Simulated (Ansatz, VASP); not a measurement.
**One calculation of TiSi3, two programs**

```
CELL_PARAMETERS angstrom
0.00000 -3.08241 3.08241
3.08241 -3.08241 0.00000
3.08241 0.00000 3.08241
ATOMIC_POSITIONS crystal
Si 0.00000 0.00000 0.00000
Si 0.25000 0.25000 0.25000
Si 0.50000 0.50000 0.50000
Ti 0.75000 0.75000 0.75000
```

Alike in both runs: functional PBEsol; k mesh 12 × 12 × 12; occupations gaussian, width 0.1 eV; no spin polarisation.

Ansatz relaxed the structure, and its values are those at the end. VASP's run is a single point on that final structure, the one shown.

|  | VASP | Ansatz |
| --- | --- | --- |
| version | VASP 6.6.1 | Ansatz 0.2.0 |
| potentials or method | VASP PAW PBE potentials, release 64 (Si, Ti_sv) | scalar-relativistic, plane waves, PAW |
| plane-wave cutoff (eV) | 520 | 420 |
| valence electrons in the cell | 24 | 24 |

VASP gave:

| Property | Result |
| --- | --- |
| gap on the k mesh at the Fermi level (eV) | none |
| pressure (GPa) | 0.0 |

**Question.** What did Ansatz give for the same quantities?

**Answer.** gap on the k mesh at the Fermi level (eV): none; pressure (GPa): -0.1.

A gap of «none» marks a metal or a gap that the smearing closes.

Caveats: the PAW data sets were made with another functional, which shifts forces and pressure a little (VASP).
